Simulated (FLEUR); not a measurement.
# CdS (Greenockite) (P6_3mc) in FLEUR: settings compared, part 2 of 2

FLEUR MaX-R8.1 (later development tree). Earlier steps stand in the parts before.

### Step 3. Band structure, PBE, spin-orbit coupling, no magnetisation

Changes to inp.xml since step 2:

```diff
@@ -6,3 +6,3 @@
    <calculationSetup>
-      <cutoffs Kmax="4.37" Gmax="13.5" GmaxXC="13.5" numbands="0"/>
+      <cutoffs Kmax="4.37" Gmax="13.5" GmaxXC="13.5" numbands="200"/>
       <scfLoop itmax="60" minDistance="0.00001" maxIterBroyd="15" imix="Anderson" alpha="0.05" precondParam="0.0" spinf="2.0" sdNocoIR="T"/>
@@ -11,3 +11,3 @@
       <magnetism jspins="1"/>
-      <soc l_soc="F" theta="0.0" phi="0.0" spav="F"/>
+      <soc l_soc="T" theta="0.0" phi="0.0" spav="F"/>
       <expertModes spex="0" secvar="F"/>
```

File crystal.txt:

```
CdS
&input cartesian=F /
4.1500000000  0.0000000000  0.0000000000
-2.0750000000  3.5940054257  0.0000000000
0.0000000000  0.0000000000  6.7370000000
1.8897261246
1.0 1.0 1.0

4
48 0.6666666667  0.3333333333  0.5000000000
48 0.3333333333  0.6666666667  0.0000000000
16 0.6666666667  0.3333333333  0.8750000000
16 0.3333333333  0.6666666667  0.3750000000

&soc 0.0 0.0 /
&kpt div1=5 div2=5 div3=3 gamma=T /
```

Changes to inp.xml (bands) since step 2:

```diff
@@ -6,3 +6,3 @@
    <calculationSetup>
-      <cutoffs Kmax="4.37" Gmax="13.5" GmaxXC="13.5" numbands="0"/>
+      <cutoffs Kmax="4.37" Gmax="13.5" GmaxXC="13.5" numbands="200"/>
       <scfLoop itmax="60" minDistance="0.00001" maxIterBroyd="15" imix="Anderson" alpha="0.05" precondParam="0.0" spinf="2.0" sdNocoIR="T"/>
@@ -11,3 +11,3 @@
       <magnetism jspins="1"/>
-      <soc l_soc="F" theta="0.0" phi="0.0" spav="F"/>
+      <soc l_soc="T" theta="0.0" phi="0.0" spav="F"/>
       <expertModes spex="0" secvar="F"/>
```

Potentials or basis: all-electron, FLAPW.

Run with:

```console
$ inpgen -f crystal.txt -profile fastHighL
$ # inp.xml edited to the form shown
$ fleur_MPI
$ fleur_MPI   # second run, on inp.xml (bands)
```

Log:

```text
Welcome to FLEUR        (www.flapw.de)
      MaX-Release 8.1          (www.max-centre.eu)

 ========== k-point set info ==========
 Selected k-point list: default-1
 k-point list type: mesh
 5 x 5 x 3
 Number of k points: 15

 ------------Calculation Setup---------------------------
 Number of MPI-tasks      :            1
 Number of PE/node        :            1
 Number of OMP-threads    :            1
 Most efficient MPI parallelization for:
           1           3           5          15
 Additional eigenvalue parallelization possible
 Number of basis functions:         1129
 Approximate size of matrices (H+S) per k-point:         0.038 GB
 --------------------------------------------------------
 Iteration:     1   Distance:       8.07271236 me/bohr^3
 Iteration:     2   Distance:       7.21060574 me/bohr^3
 Iteration:     3   Distance:       3.71027402 me/bohr^3
 Iteration:     4   Distance:       1.76512819 me/bohr^3
 Iteration:     5   Distance:       1.15377282 me/bohr^3
 Iteration:     6   Distance:       0.28867257 me/bohr^3
 Iteration:     7   Distance:       0.25027408 me/bohr^3
 Iteration:     8   Distance:       0.03180685 me/bohr^3
 Iteration:     9   Distance:       0.02554766 me/bohr^3
 Iteration:    10   Distance:       0.00317182 me/bohr^3
 Iteration:    11   Distance:       0.00064888 me/bohr^3
 Iteration:    12   Distance:       0.00061549 me/bohr^3
 Iteration:    13   Distance:       0.00017586 me/bohr^3
 Iteration:    14   Distance:       0.00007273 me/bohr^3
 Iteration:    15   Distance:       0.00001872 me/bohr^3
 Iteration:    16   Distance:       0.00001737 me/bohr^3
 Iteration:    17   Distance:       0.00000868 me/bohr^3

 ********************************************************************
 Run finished successfully
 Stop message:
   all done
 ********************************************************************
```

output (bands):

```text
Welcome to FLEUR        (www.flapw.de)
      MaX-Release 8.1          (www.max-centre.eu)

 ========== k-point set info ==========
 Selected k-point list: path-1
 k-point list type: path
 Number of k points: 60

 ------------Calculation Setup---------------------------
 Number of MPI-tasks      :            1
 Number of PE/node        :            1
 Number of OMP-threads    :            1
 Most efficient MPI parallelization for:
           1           2           3           4           5           6          10          12          15          20          30          60
 Additional eigenvalue parallelization possible
 Number of basis functions:         1129
 Approximate size of matrices (H+S) per k-point:         0.038 GB
 --------------------------------------------------------
 Fermi energy correction for insulators:
 No automatic correction of the Fermi energy has been performed.

 Note: Band structure data (together with different weights) is also stored in the banddos.hdf file.
       A convenient way of extracting and plotting the data from that file is by making use of the

 ********************************************************************
 Run finished successfully
 Stop message:
   Charge density postprocessing done.
 ********************************************************************
```

out.xml (last iteration):

```text
<iteration numberForCurrentRun="   17" overallNumber="   17">
         <energyParameters units="Htr">
            <atomicEP atomType="1" spin="1" branch="5s" branchLowest="-3.58" branchHighest="1.16" value="0.0350193679"/>
            <atomicEP atomType="1" spin="1" branch="5p" branchLowest="-2.15" branchHighest="1.81" value="0.1971686384"/>
            <atomicEP atomType="1" spin="1" branch="4d" branchLowest="-14.15" branchHighest="-0.03" value="-0.1214693981"/>
[... 415 lines left out ...]
            </atomTypeDependentContributions>
            <tkbTimesEntropy value="0.0000000000"/>
            <freeEnergy value="-11990.5510381435"/>
            <extrapolationTo0K value="-11990.5510381435"/>
         </totalEnergy>
         <densityConvergence units="me/bohr^3">
            <chargeDensity spin="1" distance="0.0000086845"/>
         </densityConvergence>
      </iteration>
```

Run time: 13 min. Hardware: 1 thread of Arm Neoverse V1, shared host; peak memory 0.23 GiB.

What came out:

```
Free energy                                           : -326279.5156 eV
Band gap on the k mesh                                : 1.18 eV, direct
Band gap along the path                               : 1.18 eV, direct
Valence electrons inside the program's atomic spheres : Cd 18.51; S 3.56 (radii Cd 2.53, S 1.9 bohr)
```

Levels at the corners of the path, in eV from the valence-band top:
```csv
point,band 48,band 49,band 50,band 51,band 52,band 53,band 54,band 55,band 56,band 57
Γ,-0.07,-0.02,-0.02,0.00,0.00,1.18,1.18,2.77,2.77,6.25
M,-1.86,-1.29,-1.29,-0.74,-0.74,3.68,3.68,3.87,3.87,5.09
K,-1.83,-1.83,-1.80,-1.60,-1.60,4.64,4.64,5.02,5.06,5.07
Γ,-0.07,-0.02,-0.02,0.00,0.00,1.18,1.18,2.77,2.77,6.25
A,-0.42,-0.39,-0.39,-0.39,-0.39,2.82,2.82,2.82,2.82,6.14
L,-1.34,-1.31,-1.31,-1.31,-1.31,3.46,3.46,3.46,3.46,5.37
H,-2.37,-1.12,-1.12,-1.11,-1.11,4.35,4.35,4.39,4.39,6.04
A,-0.42,-0.39,-0.39,-0.39,-0.39,2.82,2.82,2.82,2.82,6.14
L,-1.34,-1.31,-1.31,-1.31,-1.31,3.46,3.46,3.46,3.46,5.37
M,-1.86,-1.29,-1.29,-0.74,-0.74,3.68,3.68,3.87,3.87,5.09
K,-1.83,-1.83,-1.80,-1.60,-1.60,4.64,4.64,5.02,5.06,5.07
H,-2.37,-1.12,-1.12,-1.11,-1.11,4.35,4.35,4.39,4.39,6.04
```

Core levels (eV from the Fermi level):
```csv
atom,levels
1 Cd,"1s1/2 -26505.4, 2s1/2 -3930.1, 2p1/2 -3658.3, 2p3/2 -3465.8, 3s1/2 -728.8, 3p1/2 -619.9, 3p3/2 -585.5, 3d3/2 -392.9, 3d5/2 -385.9"
2 Cd,"1s1/2 -26505.4, 2s1/2 -3930.1, 2p1/2 -3658.3, 2p3/2 -3465.8, 3s1/2 -728.8, 3p1/2 -619.9, 3p3/2 -585.5, 3d3/2 -392.9, 3d5/2 -385.9"
3 S,"1s1/2 -2398.3, 2s1/2 -204.4, 2p1/2 -150.1, 2p3/2 -148.8"
4 S,"1s1/2 -2398.3, 2s1/2 -204.4, 2p1/2 -150.1, 2p3/2 -148.8"
```

Caveat: spin-orbit coupling is added in second variation on a limited number of bands.

### Step 4. Band structure, LDA

Changes to inp.xml since step 3:

```diff
@@ -6,8 +6,8 @@
    <calculationSetup>
-      <cutoffs Kmax="4.37" Gmax="13.5" GmaxXC="13.5" numbands="200"/>
+      <cutoffs Kmax="5.16" Gmax="16.0" GmaxXC="16.0" numbands="0"/>
       <scfLoop itmax="60" minDistance="0.00001" maxIterBroyd="15" imix="Anderson" alpha="0.05" precondParam="0.0" spinf="2.0" sdNocoIR="T"/>
       <coreElectrons ctail="T" frcor="F" kcrel="0" coretail_lmax="0"/>
-      <xcFunctional name="pbe" relativisticCorrections="F"/>
+      <xcFunctional name="vwn" relativisticCorrections="F"/>
       <magnetism jspins="1"/>
-      <soc l_soc="T" theta="0.0" phi="0.0" spav="F"/>
+      <soc l_soc="F" theta="0.0" phi="0.0" spav="F"/>
       <expertModes spex="0" secvar="F"/>
```

crystal.txt: that of step 3 with these lines changed.

```diff
@@ -14,3 +14,2 @@
 
-&soc 0.0 0.0 /
-&kpt div1=5 div2=5 div3=3 gamma=T /
+&kpt div1=7 div2=7 div3=4 gamma=T /
```

Changes to inp.xml (bands) since step 3:

```diff
@@ -6,8 +6,8 @@
    <calculationSetup>
-      <cutoffs Kmax="4.37" Gmax="13.5" GmaxXC="13.5" numbands="200"/>
+      <cutoffs Kmax="5.16" Gmax="16.0" GmaxXC="16.0" numbands="0"/>
       <scfLoop itmax="60" minDistance="0.00001" maxIterBroyd="15" imix="Anderson" alpha="0.05" precondParam="0.0" spinf="2.0" sdNocoIR="T"/>
       <coreElectrons ctail="T" frcor="F" kcrel="0" coretail_lmax="0"/>
-      <xcFunctional name="pbe" relativisticCorrections="F"/>
+      <xcFunctional name="vwn" relativisticCorrections="F"/>
       <magnetism jspins="1"/>
-      <soc l_soc="T" theta="0.0" phi="0.0" spav="F"/>
+      <soc l_soc="F" theta="0.0" phi="0.0" spav="F"/>
       <expertModes spex="0" secvar="F"/>
```

Run with:

```console
$ inpgen -f crystal.txt -profile fastHighL
$ # inp.xml edited to the form shown
$ fleur_MPI
$ fleur_MPI   # second run, on inp.xml (bands)
```

It took 24 min on 1 thread of Arm Neoverse V2, shared host; peak memory 0.22 GiB.

It converged, with:

```yaml
Free_energy: -325942.4117 eV
Band_gap_on_the_k_mesh: 0.91 eV, direct
Band_gap_along_the_path: 0.91 eV, direct
Valence_electrons_inside_the_program's_atomic_spheres: Cd 18.53; S 3.53 (radii Cd 2.53, S 1.9 bohr)
```

Levels at the corners of the path, in eV from the valence-band top:
```csv
point,band 23,band 24,band 25,band 26,band 27,band 28,band 29,band 30
Γ,-0.77,-0.05,0.00,0.00,0.91,2.54,6.27,6.27
M,-2.69,-1.89,-1.33,-0.74,3.49,3.66,4.90,6.16
K,-3.12,-1.88,-1.88,-1.64,4.42,4.90,4.90,6.89
Γ,-0.77,-0.05,0.00,0.00,0.91,2.54,6.27,6.27
A,-0.40,-0.40,-0.40,-0.40,2.60,2.60,5.95,5.95
L,-1.35,-1.35,-1.34,-1.34,3.24,3.24,5.19,5.19
H,-2.45,-2.45,-1.13,-1.13,4.17,4.17,5.87,5.87
A,-0.40,-0.40,-0.40,-0.40,2.60,2.60,5.95,5.95
L,-1.35,-1.35,-1.34,-1.34,3.24,3.24,5.19,5.19
M,-2.69,-1.89,-1.33,-0.74,3.49,3.66,4.90,6.16
K,-3.12,-1.88,-1.88,-1.64,4.42,4.90,4.90,6.89
H,-2.45,-2.45,-1.13,-1.13,4.17,4.17,5.87,5.87
```

Core levels (eV from the Fermi level):
```csv
atom,levels
1 Cd,"1s1/2 -26472.9, 2s1/2 -3926.1, 2p1/2 -3656.9, 2p3/2 -3464.7, 3s1/2 -727.5, 3p1/2 -619.4, 3p3/2 -585.1, 3d3/2 -393.1, 3d5/2 -386.1"
2 Cd,"1s1/2 -26472.9, 2s1/2 -3926.1, 2p1/2 -3656.9, 2p3/2 -3464.7, 3s1/2 -727.5, 3p1/2 -619.4, 3p3/2 -585.1, 3d3/2 -393.1, 3d5/2 -386.1"
3 S,"1s1/2 -2389.6, 2s1/2 -203.5, 2p1/2 -150.1, 2p3/2 -148.8"
4 S,"1s1/2 -2389.6, 2s1/2 -203.5, 2p1/2 -150.1, 2p3/2 -148.8"
```

### Step 5. The runs side by side

| level | spin | k mesh | gmax | kmax | gap on the mesh (eV) |
| --- | --- | --- | --- | --- | --- |
| PBE | off | 7 × 7 × 4 | 13.5 1/bohr | 4.37 1/bohr | 1.20 |
| PBE | SOC, no magnetisation | 5 × 5 × 3 | 13.5 1/bohr | 4.37 1/bohr | 1.18 |
| LDA | off | 7 × 7 × 4 | 16 1/bohr | 5.16 1/bohr | 0.91 |

Alike in all rows: task band structure; potentials or basis all-electron, FLAPW; cell as given; smearing fermi-dirac 0.05 eV.

Caveats: spin-orbit coupling is added in second variation on a limited number of bands (some runs).

Compare energies only between runs with the same functional and basis.

### Step 6. How close it comes

Step 2. A measured gap of CdS is 2.5809 eV (quoted in “Isotope dependence of band-gap energy”, 2008, arxiv:0807.2152); the calculated 1.20 eV misses it by -1.39 eV. So large a miss can be the level of theory's own, or it may mean another phase, state or a wrong row. Spin-orbit coupling on Cd is left out. The value is that of PBE, without temperature or zero-point motion. Semilocal functionals fall short of measured gaps as a rule.

Step 3. A measured gap of CdS is 2.5809 eV (quoted in “Isotope dependence of band-gap energy”, 2008, arxiv:0807.2152); the calculated 1.18 eV misses it by -1.40 eV. So large a miss can be the level of theory's own, or it may mean another phase, state or a wrong row. The value is that of PBE, without temperature or zero-point motion. Semilocal functionals fall short of measured gaps as a rule.

Step 4. A measured gap of CdS is 2.5809 eV (quoted in “Isotope dependence of band-gap energy”, 2008, arxiv:0807.2152); the calculated 0.91 eV misses it by -1.67 eV. So large a miss can be the level of theory's own, or it may mean another phase, state or a wrong row. Spin-orbit coupling on Cd is left out. The value is that of LDA, without temperature or zero-point motion. Semilocal functionals fall short of measured gaps as a rule.
